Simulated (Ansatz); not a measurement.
**PbF2 (Fm-3m, relaxed from a CdCl2 start): other levels of theory at one geometry**

An exercise on one series of results from a longer session: the logs are not shown, and one member is left open.

Program: Ansatz 0.2.0. Level of theory: DFT at several levels, plane waves, PAW. These are calculated values, not measurements.

1 further run of the same task is left out (it didn't finish). Runs told in other sessions of the task aren't counted.

**Starting point**

Symmetry: Fm-3m, No. 225, cubic system. The conventional cell has a = 6.001 Å, b = 6.001 Å, c = 6.001 Å, α = 90.00°, β = 90.00°, γ = 90.00°. Pb (site symmetry m-3m) has 8 F at 2.60 Å in its first shell of neighbours. F (site symmetry -43m) is surrounded by 4 Pb at 2.60 Å.

Structure file:

```cif
data_structure
_symmetry_space_group_name_H-M 'Fm-3m'
_symmetry_Int_Tables_number 225
_cell_length_a 6.0007
_cell_length_b 6.0007
_cell_length_c 6.0007
_cell_angle_alpha 90.000
_cell_angle_beta 90.000
_cell_angle_gamma 90.000
_cell_volume 216.07
loop_
_atom_site_label
_atom_site_type_symbol
_atom_site_symmetry_multiplicity
_atom_site_Wyckoff_symbol
_atom_site_fract_x
_atom_site_fract_y
_atom_site_fract_z
_atom_site_occupancy
Pb1 Pb 4 a 0.00000 0.00000 0.00000 1
F1 F 8 c 0.75000 0.25000 0.75000 1
```

This cell comes from an earlier session at PBE: 18.006 Å³/atom at 0.00 GPa, on a 10×10×10 mesh, gap on the mesh 4.43 eV.

Levels to run: PBE+SOC; r²SCAN; PBEsol; LDA; HSE06. Hardware: 2 threads of Arm Neoverse V1, shared host.

The first run:

Input file input.yaml:

```yaml
crystal:
  lattice:
    - [2.1210841894, 1.2246085277, 3.4660246807]
    - [-2.1210841894, 1.2246085277, 3.4660246807]
    - [0.0, -2.4492170554, 3.4660246807]
  atoms:
    - { symbol: Pb, position: [0.0, 0.0, 0.0] }
    - { symbol: F, position: [0.2499510902, 0.2499510902, 0.2499510902] }
    - { symbol: F, position: [0.7500489098, 0.7500489098, 0.7500489098] }
basis:
  ecutwfc: 420
  ecutrho_ratio: 4
kpoints:
  mp_grid: { grid: [10, 10, 10] }
hamiltonian:
  xc: pbe
scf:
  occupations: { method: gaussian, width: 0.05 }
output:
  forces: true
  stress: true
  eigenvalues: true
  populations: true
  dos: { projected: true, de: 0.02 }
  write_density: true
  write_potential: true
  elf: true
  volumetric_format: npy
magnetization:
  noncollinear: true
  spin_orbit: true
```

Started as:

```console
$ ansatz run input.yaml --threads 2 --pin off --max-ram 2662MiB --backend cpu --events-out ev --progress --plain --runs-dir out
```

Among the steps run: PBE+SOC; r²SCAN; PBEsol; LDA; HSE06.

One table of the session follows, with a row left open; its other results are not shown here.

| level | gap on the mesh (eV) | pressure (GPa) |
| --- | --- | --- |
| PBE | 4.43 | 0.0 |
| LDA | 4.26 | -6.7 |
| PBEsol | ? | ? |
| PBE+SOC | 4.04 | -0.1 |
| r²SCAN | 4.95 | -2.8 |
| HSE06 | 5.79 | -1.6 |

Q: Estimate the row for PBEsol from the others.

**Answer.** gap on the mesh (eV): 4.32; pressure (GPa): -3.5. In the column «gap on the mesh (eV)» it lies between LDA (4.26) and PBE (4.43).

The pressure runs from -6.7 GPa (LDA) to 0.0 GPa (PBE); a negative pressure means that level wants a smaller cell, a positive one a larger cell. The gap is widest with HSE06 (5.79 eV) and narrowest with PBE+SOC (4.04 eV). Total energies of different levels have different zeros and can't be compared.

Limits of these values: Warnings in the runs' records: stress exchange threshold loose, stress scf threshold loose.
